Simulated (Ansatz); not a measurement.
Geometry optimisation, DFT PBEsol, scalar-relativistic, plane waves, PAW in Ansatz 0.2.0.

Input file:

```yaml
crystal:
  lattice:
    - [3.75155, -8.099073, 0.0]
    - [3.75155, 8.099073, 0.0]
    - [0.0, 0.0, 10.460084]
  atoms:
    - { symbol: Si, position: [0.0103742, 0.402688, 0.125] }
    - { symbol: Si, position: [0.402688, 0.0103742, 0.375] }
    - { symbol: Si, position: [0.597312, 0.9896258, 0.125] }
    - { symbol: Si, position: [0.9896258, 0.597312, 0.375] }
    - { symbol: Si, position: [0.4430939, 0.5569061, 0.125] }
    - { symbol: Si, position: [0.5569061, 0.4430939, 0.375] }
    - { symbol: O, position: [0.0, 0.5, 0.25] }
    - { symbol: O, position: [0.5, 0.0, 0.25] }
    - { symbol: O, position: [0.5, 0.0, 0.0] }
    - { symbol: O, position: [0.0, 0.5, 0.0] }
    - { symbol: O, position: [0.2103535, 0.4371536, 0.125] }
    - { symbol: O, position: [0.4371536, 0.2103535, 0.375] }
    - { symbol: O, position: [0.5628464, 0.7896465, 0.125] }
    - { symbol: O, position: [0.7896465, 0.5628464, 0.375] }
    - { symbol: O, position: [0.8301194, 0.1698806, 0.125] }
    - { symbol: O, position: [0.1698806, 0.8301194, 0.375] }
    - { symbol: O, position: [0.5, 0.5, 0.0] }
    - { symbol: O, position: [0.5, 0.5, 0.25] }
    - { symbol: Si, position: [0.0103742, 0.402688, 0.625] }
    - { symbol: Si, position: [0.402688, 0.0103742, 0.875] }
    - { symbol: Si, position: [0.597312, 0.9896258, 0.625] }
    - { symbol: Si, position: [0.9896258, 0.597312, 0.875] }
    - { symbol: Si, position: [0.4430939, 0.5569061, 0.625] }
    - { symbol: Si, position: [0.5569061, 0.4430939, 0.875] }
    - { symbol: O, position: [0.0, 0.5, 0.75] }
    - { symbol: O, position: [0.5, 0.0, 0.75] }
    - { symbol: O, position: [0.5, 0.0, 0.5] }
    - { symbol: O, position: [0.0, 0.5, 0.5] }
    - { symbol: O, position: [0.2103535, 0.4371536, 0.625] }
    - { symbol: O, position: [0.4371536, 0.2103535, 0.875] }
    - { symbol: O, position: [0.5628464, 0.7896465, 0.625] }
    - { symbol: O, position: [0.7896465, 0.5628464, 0.875] }
    - { symbol: O, position: [0.8301194, 0.1698806, 0.625] }
    - { symbol: O, position: [0.1698806, 0.8301194, 0.875] }
    - { symbol: O, position: [0.5, 0.5, 0.5] }
    - { symbol: O, position: [0.5, 0.5, 0.75] }
    - { symbol: H, position: [0.790882, 0.9128279, 0.877017], spin: 1.0 }
magnetization:
  spin_polarized: true
basis:
  ecutwfc: 420.0
kpoints:
  mp_grid: { grid: [2, 2, 1] }
hamiltonian:
  xc: pbesol
  pseudopotentials: { kind: paw, azcp: { folder: soft_1 } }
scf:
  occupations: { method: gaussian, width: 0.02 }
  lower_state_search: "off"
relax:
  f_tol: 0.03
  max_steps: 60
  adjacent_minimum: "off"
```

Run as:

```bash
$ ansatz run input.yaml --threads 4 --pin off --max-ram 10240MiB --backend cpu --events-out ev --progress --plain --runs-dir out
```

**Question.** Where does it end, and by what steps?

**Answer.** The run converged. The force dipped under the threshold on the way, but the program's further checks kept it going. Limits of this set-up: coarse k mesh, PAW files made for another functional. After 23 steps the energy has fallen by 0.206 eV; H37 moved furthest, 1.58 Å.

```csv
step,energy less start (eV),largest force component (eV/Å),accepted
0,0.0000,0.215,yes
1,-0.0065,0.178,yes
2,-0.0186,0.104,yes
3,-0.0194,0.093,yes
4,-0.0400,0.052,yes
5,-0.1011,0.125,yes
6,-0.1066,0.146,yes
7,-0.1333,0.105,yes
8,-0.1387,0.072,yes
9,-0.1795,0.032,yes
10,-0.1816,0.036,yes
11,-0.1833,0.035,yes
12,-0.1855,0.034,yes
13,-0.1870,0.036,yes
14,-0.1886,0.042,yes
15,-0.1908,0.035,yes
16,-0.1933,0.045,yes
17,-0.1963,0.047,yes
18,-0.1994,0.048,yes
19,-0.2013,0.044,yes
20,-0.2024,0.039,yes
21,-0.2056,0.011,yes
22,-0.2056,0.011,yes
23,-0.2058,0.011,yes
```

```xyz
37
Lattice="3.7515 -8.0991 0.0000 3.7515 8.0991 0.0000 0.0000 0.0000 10.4601" Properties=species:S:1:pos:R:3
Si 1.511 3.190 1.241
Si 1.509 -3.183 4.052
Si 5.906 3.179 1.438
Si 5.906 -3.181 3.855
Si 3.708 0.921 1.255
Si 3.707 -0.919 3.869
O 1.872 3.837 2.681
O 2.047 -4.106 2.835
O 1.614 -4.000 0.219
O 1.788 4.272 0.066
O 2.408 1.863 1.010
O 2.399 -1.836 4.143
O 5.025 1.826 1.528
O 5.015 -1.850 3.623
O 3.701 -5.341 1.203
O 3.717 5.345 3.813
O 3.958 0.026 -0.071
O 3.448 -0.025 2.544
Si 1.511 3.190 6.470
Si 1.511 -3.185 9.282
Si 5.905 3.180 6.666
Si 5.904 -3.183 9.086
Si 3.707 0.922 6.485
Si 3.707 -0.920 9.099
O 1.868 3.837 7.911
O 2.051 -4.107 8.064
O 1.608 -3.997 5.450
O 1.794 4.272 5.296
O 2.407 1.862 6.240
O 2.399 -1.837 9.372
O 5.024 1.828 6.758
O 5.016 -1.849 8.854
O 3.700 -5.336 6.421
O 3.717 5.338 9.045
O 3.958 0.027 5.159
O 3.450 -0.025 7.774
H 7.966 0.952 9.028
```

Run time: 3.9 min on 4 threads of Arm Neoverse V1 (shared host), peak memory 1.9 GiB.
